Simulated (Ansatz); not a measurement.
**Te: stiffness from a series of strains**

```xyz
3
Lattice="4.2341 -2.3712 0.0000 4.2341 2.3712 0.0000 -0.1305 0.0000 3.9573" Properties=species:S:1:pos:R:3 pbc="T T T"
Te    5.6364    0.0000    2.6712
Te    2.7013    0.0000    1.2861
Te    0.0000    0.0000    0.0000
```

Atoms are numbered in the order listed.

The cell is COD entry 1533530, as deposited and not checked against the literature; nothing was relaxed.

No spin–orbit coupling, which matters for the heavy atoms here.

All numbers below come from DFT, LDA, all-electron LAPW, scalar-relativistic (Ansatz 0.2.0).

Sampling and basis: a Γ-centred 8×8×8 k mesh, Fermi–Dirac smearing of 0.05 eV, basis error target 1 meV/atom, no spin polarisation.

The strain is applied along the Cartesian axes of the cell as listed (the other components stay zero). Fractional coordinates are held (clamped ions).

σ is the change of stress from the unstrained cell, which is at 4.75 GPa; tension is positive, so slopes are stress–strain coefficients at that pressure. In a metal the k mesh adds noise.

Only quantities that a quadratic follows smoothly over the whole series are listed; rougher ones are left out.

| εzz | σzz (GPa) | σxx (GPa) |
| --- | --- | --- |
| -0.0300 | -2.34 | -1.73 |
| -0.0100 | -0.67 | -0.57 |
| 0.0000 | 0.00 | 0.00 |
| 0.0100 | 0.59 | 0.54 |
| 0.0200 | 1.15 | 1.04 |
| 0.0300 | 1.68 | 1.51 |

(1) Fit the series and read off the stiffness at zero strain.

(2) One run, at εzz = -0.0200, is withheld. Predict its row.

## Answers

(1) Least-squares fits y = p0 + p1 x + p2 x² to the rows give σzz (GPa): p1 = 66.4, p2 = -360; σxx (GPa): p1 = 54.2, p2 = -120. So C33 = 66 GPa and C13 = 54 GPa, for these axes.

(2) The fits give -1.48, -1.13; the run gave -1.44, -1.15.
